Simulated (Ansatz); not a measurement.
# Cu: relaxing cell and atoms and elastic constants, part 2 of 2

The task, for Cu: 2 runs in a chain (relaxing cell and atoms and elastic constants).

Ansatz 0.2.0; DFT PBE, scalar-relativistic, plane waves, PAW. Earlier steps stand in the parts before.

## Step 3: Elastic constants

It takes the final geometry of step 2.

input.yaml

```yaml
crystal:
  lattice:
    - [7.2594053784, 0.0, 0.0]
    - [0.0, 7.2594053784, 0.0]
    - [0.0, 0.0, 7.2594053784]
  atoms:
    - { symbol: Cu, position: [0.5, 0.0, 0.0] }
    - { symbol: Cu, position: [0.75, 0.25, 0.0] }
    - { symbol: Cu, position: [0.75, 0.0, 0.25] }
    - { symbol: Cu, position: [0.0, 0.0, 0.0] }
    - { symbol: Cu, position: [0.25, 0.25, 0.0] }
    - { symbol: Cu, position: [0.5, 0.5, 0.0] }
    - { symbol: Cu, position: [0.75, 0.75, 0.0] }
    - { symbol: Cu, position: [0.25, 0.0, 0.25] }
    - { symbol: Cu, position: [0.5, 0.25, 0.25] }
    - { symbol: Cu, position: [0.75, 0.5, 0.25] }
    - { symbol: Cu, position: [0.5, 0.0, 0.5] }
    - { symbol: Cu, position: [0.75, 0.25, 0.5] }
    - { symbol: Cu, position: [0.75, 0.0, 0.75] }
    - { symbol: Cu, position: [0.0, 0.5, 0.0] }
    - { symbol: Cu, position: [0.25, 0.75, 0.0] }
    - { symbol: Cu, position: [0.0, 0.25, 0.25] }
    - { symbol: Cu, position: [0.25, 0.5, 0.25] }
    - { symbol: Cu, position: [0.5, 0.75, 0.25] }
    - { symbol: Cu, position: [0.0, 0.0, 0.5] }
    - { symbol: Cu, position: [0.25, 0.25, 0.5] }
    - { symbol: Cu, position: [0.5, 0.5, 0.5] }
    - { symbol: Cu, position: [0.75, 0.75, 0.5] }
    - { symbol: Cu, position: [0.25, 0.0, 0.75] }
    - { symbol: Cu, position: [0.5, 0.25, 0.75] }
    - { symbol: Cu, position: [0.75, 0.5, 0.75] }
    - { symbol: Cu, position: [0.0, 0.75, 0.25] }
    - { symbol: Cu, position: [0.0, 0.5, 0.5] }
    - { symbol: Cu, position: [0.25, 0.75, 0.5] }
    - { symbol: Cu, position: [0.0, 0.25, 0.75] }
    - { symbol: Cu, position: [0.25, 0.5, 0.75] }
    - { symbol: Cu, position: [0.5, 0.75, 0.75] }
    - { symbol: Cu, position: [0.0, 0.75, 0.75] }
scf:
  occupations: { method: gaussian, width: 0.1 }
output:
  eigenvalues: true
kpoints:
  mp_grid: { grid: [8, 8, 8] }
hamiltonian:
  xc: pbe
elastic:
  mode: relaxed_ion
  amplitude: 0.005
  stencil: two_point
```

Command:

```
$ ansatz run input.yaml --threads 8 --pin off --max-ram 16384MiB --backend cpu --events-out ev --progress --plain --runs-dir out
```

Standard output:

```text
Warning: RAYON_NUM_THREADS=8 ignored (pool sized by the plan → 8); use --threads N
Engine: ansatz 0.2.0, x86_64-unknown-linux-gnu
Pseudopotentials: kind: paw
Pseudopotential: Cu, paw, valence charge 19, recommended cutoff 420 eV (normal), Cu.paw.azcp
Functional definition: PBE
  parameter kappa = 0.804
  parameter beta = 0.06672455060314922
  exchange = pbe_x(kappa = kappa, mu = beta*pi^2/3)
  correlation = pbe_c(beta = beta)
Crystal: 32 atoms, lattice volume = 382.563 Å³
Basis set: ecut = 420 eV, 7497 PW (Γ), exchange–correlation on 100×100×100 points (8 copies of the dense FFT grid, shifted against one another)
Bands: 365, of which v1, the nominal top of the filled ones, is band 304 counted from 1 (303 counted from 0)
Symmetry: 1536 space group operations
Space group: Fm-3m (ITA 225), of the structure as read, at distance tolerance 7.3e-5 Å
k-points: 35 of 512
Non-local potential: Cu, projectors of the file, l = 0: 3, l = 1: 2, l = 2: 3, l = 3: 1
PAW form: soft (Blöchl's): semilocal exchange-correlation on the pseudo side does not see the compensation charge
PAW one-centre angular grid: Cu, 590 points (default); XC on 64 Gauss nodes
Initial density: superposition of atomic densities (neutral atoms: chi_scale 0, normalization atom), corrected by the library's trained network
Initial wavefunctions: pseudopotential atomic-orbital guess
Functional: x = pbe(κ = 0.804, μ = 0.2195149727645171), c = pbe(β = 0.06672455060314922)
SCF iter   1: F=—  HF=-212005.602728 eV  |F-HF|=—  |Δ(HF+E_count)|=         —  Δρ=7.51e-4  dr2=6.22e-4  ethr=1.77e-3  ⟨swp⟩=4.9  Hψ=40664  notcnv=0  defer=655
preconditioner: auto → Kerker (q_TF=auto, 2.947 Å⁻¹)  [metal: Δε(μ)=0.023 eV  Ē_g=9.996 eV  σ=0.100 eV  W_gap=0.13  n_scr=170 (ndim 8)  ℏωp=35.6 eV  f_vac=0.000  D(μ)=9.01/eV (n_scr^D=56)]
SCF iter   2: F=—  HF=-212005.605535 eV  |F-HF|=—  |Δ(HF+E_count)|=   2.81e-3  Δρ=4.41e-4  dr2=2.49e-4  ethr=1.02e-7  ⟨swp⟩=3.5  Hψ=34253  notcnv=0  defer=974
SCF iter   3: F=—  HF=-212005.606545 eV  |F-HF|=—  |Δ(HF+E_count)|=   1.01e-3  Δρ=9.64e-5  dr2=1.36e-5  ethr=4.10e-8  ⟨swp⟩=2.0  Hψ=17054  notcnv=0  defer=974
SCF iter   4: F=—  HF=-212005.604748 eV  |F-HF|=—  |Δ(HF+E_count)|=   1.80e-3  Δρ=4.92e-5  dr2=6.63e-6  ethr=2.24e-9  ⟨swp⟩=2.1  Hψ=21608  notcnv=0  defer=974
SCF iter   5: F=—  HF=-212005.604747 eV  |F-HF|=—  |Δ(HF+E_count)|=   1.19e-6  Δρ=1.53e-5  dr2=4.77e-7  ethr=1.09e-9  ⟨swp⟩=2.0  Hψ=16977  notcnv=0  defer=974
SCF iter   6: F=—  HF=-212005.604747 eV  |F-HF|=—  |Δ(HF+E_count)|=   4.42e-7  Δρ=3.18e-6  dr2=2.33e-8  ethr=7.84e-11  ⟨swp⟩=2.2  Hψ=17200  notcnv=0  defer=974
SCF iter   7: F=—  HF=-212005.604747 eV  |F-HF|=—  |Δ(HF+E_count)|=   1.33e-8  Δρ=8.11e-7  dr2=1.01e-9  ethr=3.84e-12  ⟨swp⟩=2.3  Hψ=17722  notcnv=0  defer=974
SCF iter   8: F=—  HF=-212005.604747 eV  |F-HF|=—  |Δ(HF+E_count)|=  6.98e-10  Δρ=1.59e-7  dr2=2.57e-11  ethr=1.66e-13 (applied; sched 1.00e-12)  ⟨swp⟩=2.4  Hψ=19556  notcnv=0  defer=1238
SCF iter   9: F=—  HF=-212005.604747 eV  |F-HF|=—  |Δ(HF+E_count)|=  1.16e-10  Δρ=3.43e-8  dr2=1.34e-12  ethr=4.23e-15 (applied; sched 1.00e-12)  ⟨swp⟩=2.3  Hψ=19892  notcnv=0  defer=1757
SCF iter  10: F=-212005.604747 eV  HF=-212005.604747 eV  |F-HF|=8.73e-11  |Δ(HF+E_count)|=  1.16e-10  Δρ=3.12e-9  dr2=2.41e-14  ethr=1.00e-12  ⟨swp⟩=8.0  Hψ=67849  notcnv=0
SCF 1 converged in 10 iterations: F = -212005.604747 eV  dr2 = 2.41e-14
Crystal: 32 atoms, lattice volume = 380.650 Å³
Basis set: ecut = 420 eV, 7425 PW (Γ), exchange–correlation on 100×100×100 points (8 copies of the dense FFT grid, shifted against one another)
Symmetry: 512 space group operations
k-points: 75 of 512
Initial density: handed on by an earlier stage of this run
Initial wavefunctions: those handed on with the density
[... 2 lines left out ...]
preconditioner: auto → Kerker (q_TF=auto, 2.950 Å⁻¹)  [metal: Δε(μ)=0.004 eV  Ē_g=10.026 eV  σ=0.100 eV  W_gap=0.02  n_scr=170 (ndim 8)  ℏωp=35.7 eV  f_vac=0.000  D(μ)=9.00/eV (n_scr^D=56)]
[... 9 lines left out ...]
SCF 2 converged in 10 iterations: F = -212005.599527 eV  dr2 = 3.62e-14
Crystal: 32 atoms, lattice volume = 384.476 Å³
Basis set: ecut = 420 eV, 7505 PW (Γ), exchange–correlation on 100×100×100 points (8 copies of the dense FFT grid, shifted against one another)
[... 2 lines left out ...]
preconditioner: auto → Kerker (q_TF=auto, 2.945 Å⁻¹)  [metal: Δε(μ)=0.012 eV  Ē_g=9.958 eV  σ=0.100 eV  W_gap=0.07  n_scr=170 (ndim 8)  ℏωp=35.5 eV  f_vac=0.000  D(μ)=9.06/eV (n_scr^D=56)]
[... 7 lines left out ...]
SCF 3 converged in 8 iterations: F = -212005.599185 eV  dr2 = 4.20e-14
Crystal: 32 atoms, lattice volume = 382.561 Å³
Basis set: ecut = 420 eV, 7485 PW (Γ), exchange–correlation on 100×100×100 points (8 copies of the dense FFT grid, shifted against one another)
Symmetry: 256 space group operations
k-points: 105 of 512
[... 2 lines left out ...]
preconditioner: auto → Kerker (q_TF=auto, 2.947 Å⁻¹)  [metal: Δε(μ)=0.012 eV  Ē_g=9.999 eV  σ=0.100 eV  W_gap=0.07  n_scr=170 (ndim 8)  ℏωp=35.6 eV  f_vac=0.000  D(μ)=9.02/eV (n_scr^D=56)]
[... 8 lines left out ...]
SCF iter  10: F=-212005.602368 eV  HF=-212005.602368 eV  |F-HF|=8.73e-11  |Δ(HF+E_count)|=  1.16e-10  Δρ=9.27e-10  dr2=1.28e-15  ethr=1.00e-12  ⟨swp⟩=3.3  Hψ=103273  notcnv=0
SCF 4 converged in 10 iterations: F = -212005.602368 eV  dr2 = 1.28e-15
iter 1 solved again at ethr=1.19e-9 eV; its pass at ethr=3.10e-3 eV (dr2=7.24e-6 eV) is discarded
SCF iter   1: F=—  HF=-212005.601354 eV  |F-HF|=—  |Δ(HF+E_count)|=         —  Δρ=3.01e-4  dr2=7.22e-6  ethr=1.19e-9  ⟨swp⟩=2.9  Hψ=145194  notcnv=0  defer=4806
preconditioner: auto → Kerker (q_TF=auto, 2.947 Å⁻¹)  [metal: Δε(μ)=0.013 eV  Ē_g=9.999 eV  σ=0.100 eV  W_gap=0.07  n_scr=170 (ndim 8)  ℏωp=35.6 eV  f_vac=0.000  D(μ)=9.02/eV (n_scr^D=56)]
SCF iter   2: F=—  HF=-212005.602104 eV  |F-HF|=—  |Δ(HF+E_count)|=   7.50e-4  Δρ=1.53e-4  dr2=1.87e-6  ethr=1.19e-9  ⟨swp⟩=1.0  Hψ=32874  notcnv=0  defer=4806
SCF iter   3: F=—  HF=-212005.602368 eV  |F-HF|=—  |Δ(HF+E_count)|=   2.63e-4  Δρ=3.82e-6  dr2=2.92e-8  ethr=3.07e-10  ⟨swp⟩=1.0  Hψ=32876  notcnv=0  defer=4806
SCF iter   4: F=—  HF=-212005.602368 eV  |F-HF|=—  |Δ(HF+E_count)|=   4.05e-9  Δρ=6.39e-7  dr2=1.09e-9  ethr=4.80e-12  ⟨swp⟩=2.0  Hψ=51793  notcnv=0  defer=4806
SCF iter   5: F=—  HF=-212005.602368 eV  |F-HF|=—  |Δ(HF+E_count)|=  2.91e-10  Δρ=2.32e-7  dr2=1.36e-10  ethr=1.79e-13 (applied; sched 1.00e-12)  ⟨swp⟩=2.0  Hψ=51932  notcnv=0  defer=5442
SCF iter   6: F=—  HF=-212005.602368 eV  |F-HF|=—  |Δ(HF+E_count)|=  2.91e-11  Δρ=1.30e-7  dr2=3.94e-11  ethr=2.24e-14 (applied; sched 1.00e-12)  ⟨swp⟩=2.0  Hψ=52540  notcnv=0  defer=5442
SCF iter   7: F=—  HF=-212005.602368 eV  |F-HF|=—  |Δ(HF+E_count)|=  2.91e-11  Δρ=2.03e-8  dr2=1.10e-12  ethr=6.48e-15 (applied; sched 1.00e-12)  ⟨swp⟩=2.0  Hψ=50511  notcnv=0  defer=5442
SCF iter   8: F=-212005.602368 eV  HF=-212005.602368 eV  |F-HF|=1.16e-10  |Δ(HF+E_count)|=  5.82e-11  Δρ=4.62e-9  dr2=5.51e-14  ethr=1.00e-12  ⟨swp⟩=4.8  Hψ=140820  notcnv=0
SCF 5 converged in 8 iterations: F = -212005.602368 eV  dr2 = 5.51e-14
SCF converged after 10 iterations
Free energy (F): -212005.604747 eV
Harris-Foulkes:  -212005.604747 eV  (|F-HF|=8.73e-11)
Internal energy: -212005.559680 eV  (E = F + TS)
E sigma→0 (E₀):  -212005.582213 eV
Entropy (-TS):   -0.045067 eV (-1.408 meV/atom)
Fermi energy:    16.542644 eV
--- Per-component energies (eV) ---
  E_band       = -11637.752396
  E_kinetic    = 9593.443744
  E_local      = -130327.228674  (includes V_loc(G=0)·N_el)
  E_nonlocal   = 12476.285221
  E_hartree    = 57389.061784
  E_xc         = -2863.519645
  E_vxc        = -3695.150552  (∫ρ·V_xc dr)
  E_paw        = -53214.381584  (= ΣΔE_a)
  E_vpaw       = -14463.233561  (= ΣTr[D̂ρ^β])
  E_aug_tail   = 0.007806  (compensation charges beyond the density's cutoff)
  E_ewald      = -105059.228331
  E_smearing   = -0.045067  (= −TS)
  E_closure    = 0.000000  (closes the sum)
  Σ components = -212005.604747   (vs F -212005.604747, Δ=0.00e0)
--- Forces (eV/Å), atoms counted from 1 ---
  atom   1  Cu     0.00000000     0.00000000     0.00000000
  atom   2  Cu     0.00000000     0.00000000     0.00000000
  atom   3  Cu     0.00000000    -0.00000000     0.00000000
  atom   4  Cu     0.00000000     0.00000000     0.00000000
  atom   5  Cu     0.00000000    -0.00000000    -0.00000000
  atom   6  Cu     0.00000000     0.00000000     0.00000000
  atom   7  Cu     0.00000000    -0.00000000     0.00000000
  atom   8  Cu     0.00000000    -0.00000000    -0.00000000
  atom   9  Cu     0.00000000     0.00000000     0.00000000
  atom  10  Cu     0.00000000     0.00000000     0.00000000
  atom  11  Cu     0.00000000     0.00000000     0.00000000
  atom  12  Cu     0.00000000     0.00000000     0.00000000
  atom  13  Cu     0.00000000    -0.00000000     0.00000000
  atom  14  Cu     0.00000000    -0.00000000    -0.00000000
  atom  15  Cu     0.00000000    -0.00000000    -0.00000000
  atom  16  Cu     0.00000000     0.00000000    -0.00000000
  atom  17  Cu     0.00000000    -0.00000000     0.00000000
  atom  18  Cu     0.00000000     0.00000000     0.00000000
  atom  19  Cu     0.00000000     0.00000000     0.00000000
  atom  20  Cu     0.00000000    -0.00000000    -0.00000000
  atom  21  Cu     0.00000000     0.00000000     0.00000000
  atom  22  Cu     0.00000000    -0.00000000     0.00000000
  atom  23  Cu     0.00000000    -0.00000000    -0.00000000
  atom  24  Cu     0.00000000     0.00000000     0.00000000
  atom  25  Cu     0.00000000     0.00000000     0.00000000
  atom  26  Cu     0.00000000     0.00000000    -0.00000000
  atom  27  Cu     0.00000000    -0.00000000    -0.00000000
  atom  28  Cu     0.00000000    -0.00000000    -0.00000000
  atom  29  Cu     0.00000000    -0.00000000    -0.00000000
  atom  30  Cu     0.00000000    -0.00000000    -0.00000000
  atom  31  Cu     0.00000000     0.00000000     0.00000000
  atom  32  Cu     0.00000000    -0.00000000     0.00000000
  max |Σ_I F_I| component: 1.23e-26 eV/Å
--- Stress (GPa, compression-positive) ---
       -0.019050       0.000000       0.000000
       -0.000000      -0.019050       0.000000
       -0.000000       0.000000      -0.019050
  P = ⅓ Tr σ = -0.0191 GPa (-0.191 kbar)
--- Band table (eV; the first three rows and the last of 35) ---
  k-point 0: bands = ["-96.0399", "-96.0313", "-96.0313", "-96.0313", "-96.0313", "-96.0313", "-96.0313", "-96.0270", "-96.0270", "-96.0270", "-96.0270", "-96.0270", "-96.0270", "-96.0270", "-96.0270", "-96.0270", "-96.0270", "-96.0270", "-96.0270", "-96.0270", "-96.0270", "-96.0270", "-96.0270", "-96.0227", "-96.0227", "-96.0227", "-96.0227", "-96.0227", "-96.0227", "-96.0227", "-96.0227", "-96.0227", "-53.4570", "-53.4570", "-53.4570", "-53.4570", "-53.4521", "-53.4521", "-53.4521", "-53.4282", "-53.4282", "-53.4282", "-53.4282", "-53.4282", "-53.4282", "-53.4282", "-53.4282", "-53.4282", "-53.4282", "-53.4282", "-53.4282", "-53.4230", "-53.4230", "-53.4230", "-53.4230", "-53.4230", "-53.4230", "-53.4230", "-53.4230", "-53.4230", "-53.4230", "-53.4230", "-53.4230", "-53.4040", "-53.4040", "-53.4040", "-53.4040", "-53.4040", "-53.4040", "-53.3987", "-53.3987", "-53.3987", "-53.3987", "-53.3987", "-53.3987", "-53.3987", "-53.3987", "-53.3987", "-53.3987", "-53.3987", "-53.3987", "-53.3945", "-53.3945", "-53.3945", "-53.3945", "-53.3945", "-53.3945", "-53.3940", "-53.3940", "-53.3940", "-53.3940", "-53.3940", "-53.3940", "-53.3743", "-53.3743", "-53.3743", "-53.3743", "-53.3743", "-53.3743", "-53.3743", "-53.3743", "-53.3743", "-53.3743", "-53.3743", "-53.3743", "-53.3702", "-53.3702", "-53.3702", "-53.3702", "-53.3702", "-53.3702", "-53.3702", "-53.3702", "-53.3702", "-53.3702", "-53.3702", "-53.3702", "-53.3702", "-53.3702", "-53.3702", "-53.3702", "-53.3702", "-53.3702", "-53.3702", "-53.3702", "-53.3547", "-53.3547", "-53.3547", "7.1897", "9.9393", "9.9393", "9.9393", "9.9393", "9.9393", "9.9393", "11.4861", "11.4861", "11.4861", "11.4861", "11.6976", "11.6976", "11.6976", "11.8385", "11.8385", "11.8385", "11.8385", "11.8385", "11.8385", "11.8385", "11.8385", "11.8385", "11.8385", "11.8385", "11.8385", "12.1582", "12.1582", "12.1582", "12.4334", "12.4334", "12.4334", "12.4334", "12.4334", "12.4334", "12.8303", "12.8303", "12.8303", "12.8303", "12.8303", "12.8303", "13.0333", "13.0333", "13.0333", "13.0333", "13.0333", "13.0333", "13.0333", "13.0333", "13.0333", "13.0333", "13.0333", "13.0333", "13.0388", "13.0388", "13.0388", "13.0388", "13.0388", "13.0388", "13.0388", "13.0388", "13.0388", "13.0388", "13.0388", "13.0388", "13.2452", "13.2452", "13.2452", "13.2452", "13.2452", "13.2452", "13.2452", "13.2452", "13.2452", "13.2452", "13.2452", "13.2452", "13.5084", "13.5084", "13.5084", "13.5084", "13.5084", "13.5084", "13.5084", "13.5084", "13.5413", "13.5413", "13.5413", "13.8982", "13.8982", "13.8982", "13.8982", "13.8982", "13.8982", "14.0359", "14.0359", "14.0359", "14.0359", "14.0359", "14.0359", "14.0359", "14.0359", "14.0359", "14.0359", "14.0359", "14.0359", "14.1978", "14.1978", "14.1978", "14.1978", "14.1978", "14.1978", "14.1978", "14.1978", "14.1978", "14.1978", "14.1978", "14.1978", "14.3166", "14.3166", "14.3166", "14.3166", "14.3166", "14.3166", "14.3583", "14.3583", "14.3583", "14.3583", "14.3583", "14.3583", "14.3583", "14.3583", "14.3583", "14.3583", "14.3583", "14.3583", "14.3589", "14.3589", "14.6294", "14.6294", "14.6294", "14.6294", "14.6294", "14.6294", "14.9059", "14.9059", "14.9059", "14.9241", "14.9241", "14.9241", "14.9241", "14.9241", "14.9241", "14.9241", "14.9241", "15.0663", "15.0663", "15.0663", "15.0663", "15.0663", "15.0663", "15.0671", "15.0671", "15.0671", "15.0671", "15.0671", "15.0671", "15.4924", "15.4924", "15.4924", "15.4924", "16.2122", "16.2122", "16.2122", "16.2122", "16.2122", "16.2122", "16.2122", "16.2122", "16.2122", "16.2122", "16.2122", "16.2122", "17.9638", "17.9638", "17.9638", "20.1990", "20.1990", "20.1990", "20.1990", "22.6399", "22.6399", "22.6399", "22.6399", "22.6399", "22.6399", "22.6399", "22.6399", "22.6399", "22.6399", "22.6399", "22.6399", "23.5267", "23.5267", "23.5267", "24.7489", "24.7489", "24.7489", "24.7489", "24.7489", "24.7489", "25.1439", "25.1439", "25.1439", "25.1439", "25.1439", "25.1439", "26.1167", "26.1167", "26.1167", "26.1167", "26.1167", "26.1167", "26.1167", "26.1167", "26.1167", "26.1167", "26.1167", "26.1167", "27.2786", "27.2786", "27.2786", "27.2786", "27.2786", "27.2786", "27.2786", "27.2786"]
[... 3 lines left out ...]
--- Elastic constants: 2 strain directions × 2 members + reference (group order 1536) ---
  dense FFT box of the reference and of every strained cell: 50×50×50
  strains applied: 11, 23; error gains: componentwise 1.00 (the most a stress slope's error grows in a printed constant), spectral 1.73 (1 for all six strains in a standard setting)
  C = ∂σ_k/∂η_j (tension-positive GPa; Voigt order 11 22 33 23 13 12):
       182.479    120.480    120.480      0.000     -0.000      0.000
       120.480    182.479    120.480      0.000      0.000     -0.000
       120.480    120.480    182.479      0.000     -0.000     -0.000
        -0.000     -0.000      0.000     81.761     -0.000      0.000
        -0.000     -0.000      0.000      0.000     81.761     -0.000
        -0.000      0.000     -0.000      0.000      0.000     81.761
  reference stress σ⁰ (GPa):      0.019      0.019      0.019     -0.000     -0.000     -0.000
  C* (energy form; C + prestress term) asymmetry max|C*_kj − C*_jk| = 1.563e-13 GPa — a small one proves nothing (zero by symmetry where the batch's group is 432, −43m or m−3m); a large one is finite-difference/SCF noise where every solve meets its electron count
  moduli (Voigt/Reuss/Hill, GPa): K = 141.15/141.15/141.15   G = 61.46/49.40/55.43   E = 147.04   ν = 0.326
  mechanically stable: yes (min eigenvalue of sym C = 62.00 GPa)
  strain η (Voigt 11):  stress-route row diagonal C_11 = 182.48 GPa, energy-path curvature d²(F+E_count+ΔE)/dδ²/Ω₀ = 182.20 GPa
         δ    σ_11 (GPa)             F (eV)   n_scf  n_hpsi   n_pw
    -5.000e-3      -0.9057     -212005.5995269      10  473811   7488   relax 0 steps, max|allowed force component| 1.20e-27 eV/Å
     5.000e-3       0.9191     -212005.5991855       8  402054   7568   relax 0 steps, max|allowed force component| 5.73e-28 eV/Å
  strain η (Voigt 23):  stress-route row diagonal C_44 = 81.76 GPa, energy-path curvature d²(F+E_count+ΔE)/dδ²/Ω₀ = 81.61 GPa
         δ    σ_23 (GPa)             F (eV)   n_scf  n_hpsi   n_pw
    -5.000e-3      -0.4088     -212005.6023675      10  773581   7540   relax 0 steps, max|allowed force component| 4.61e-28 eV/Å
     5.000e-3       0.4088     -212005.6023675       8  564840   7540   relax 0 steps, max|allowed force component| 4.16e-28 eV/Å
```

Run time: 4.8 min. Hardware: 8 threads of AMD EPYC 9R45 (Zen 5), shared host; peak memory 13 GiB.

Derived from the tensor and the density, 8.826 g/cm³, with v_l = √((B+4G/3)/ρ), v_t = √(G/ρ), v_m = [(2/v_t³+1/v_l³)/3]^(−1/3) and Θ = (ħ/k_B)·v_m·(6π²n/V)^(1/3):

| quantity | value |
| --- | --- |
| bulk modulus B | 141.1 GPa |
| shear modulus G | 55.4 GPa |
| B/G | 2.55 |
| universal anisotropy index | 1.22 |
| sound speeds v_l, v_t | 4936, 2506 m/s |
| Debye temperature Θ | 366 K |

Young's modulus by Cartesian direction:

```tsv
direction	E (GPa)
(1, 0, 0)	87
(0, 1, 0)	87
(0, 0, 1)	87
(1, 1, 0)	153
(1, 0, 1)	153
(0, 1, 1)	153
(1, 1, 1)	206
```

## Step 4: The runs side by side

What follows sums up all 2 parts.

```
step  volume (Å³/atom)  pressure (GPa)  energy (eV)  gap on the mesh (eV)     time
   2             11.96             0.0  -212005.582                  0.00  1.8 min
```

```
                           quantity                                                                      value
relaxed cell, step 2 (conventional)  a = 3.630 Å, b = 3.630 Å, c = 3.630 Å, α = 90.00°, β = 90.00°, γ = 90.00°
        C11, C12, C44 (relaxed-ion)                                                           182, 120, 82 GPa
       B, G, E (Hill) (relaxed-ion)                                                           141, 55, 147 GPa
        Poisson ratio (relaxed-ion)                                                                       0.33
                  Debye temperature                                                                      366 K
```

**Reading.** It is stable against strain: the least eigenvalue of C is 62 GPa. B/G = 2.55 lies over 1.75, which by Pugh's rule of thumb suggests ductile behaviour; Young's modulus ranges from about 87 to 206 GPa with direction. A measured lattice constant a of Cu is 3.615 Å (300 K; quoted in “Multiple origins of extra electron diffractions in fcc metals”, 2023, arxiv:2311.10326); the calculated 3.630 Å misses it by +0.4 %. That is the cell relaxed with PBE, without thermal expansion or zero-point motion.
